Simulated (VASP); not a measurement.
A run of VASP 6.6.1 is set up as follows.

INCAR

```
PREC = Accurate
ENCUT = 520
EDIFF = 1E-6
ISMEAR = 0
SIGMA = 0.03
LREAL = F
LASPH = T
NELM = 80
ALGO = Normal
ISIF = 2
LWAVE = F
LCHARG = F
MAGMOM = 0 0 0 0 0 0
LORBIT = 11
LSORBIT = T
GGA_COMPAT = F
GGA = PS
NBANDS = 32
```

Contents of KPOINTS:

```
Automatic mesh
0
Gamma
  6 6 6
```

Contents of POSCAR:

```
GaSb                                    
1.0
    0.0000000000      3.0573977441      3.0573977441
    3.0573977441      0.0000000000      3.0573977441
    3.0573977441      3.0573977441      0.0000000000
  Ga              Sb            
     1     1
Direct
     1.0000000000000000    1.0000000000000000    1.0000000000000000
     0.2500000000000000    0.2500000000000000    0.2500000000000000
```

The input KPOINTS_OPT:

```
explicit points
209
Reciprocal
 0.0000000000  0.0000000000  0.0000000000 1
 0.0263157895  0.0000000000  0.0263157895 1
 0.0526315789  0.0000000000  0.0526315789 1
 0.0789473684  0.0000000000  0.0789473684 1
 0.1052631579  0.0000000000  0.1052631579 1
 0.1315789474  0.0000000000  0.1315789474 1
[... 201 lines left out ...]
 0.4250000000  0.0000000000  0.4250000000 1
 0.4500000000  0.0000000000  0.4500000000 1
```

Potentials or basis: VASP PAW PBE potentials, release 64 (Ga_d, Sb).

The run is started by

```console
$ cat potpaw_PBE.64/Ga_d/POTCAR potpaw_PBE.64/Sb/POTCAR > POTCAR
$ mpirun -np 1 vasp_ncl > vasp.out
```

Task: Predict the pressure.

Result: 0.2 GPa.

Caveat: the PAW data sets were made with another functional, which shifts forces and pressure a little.
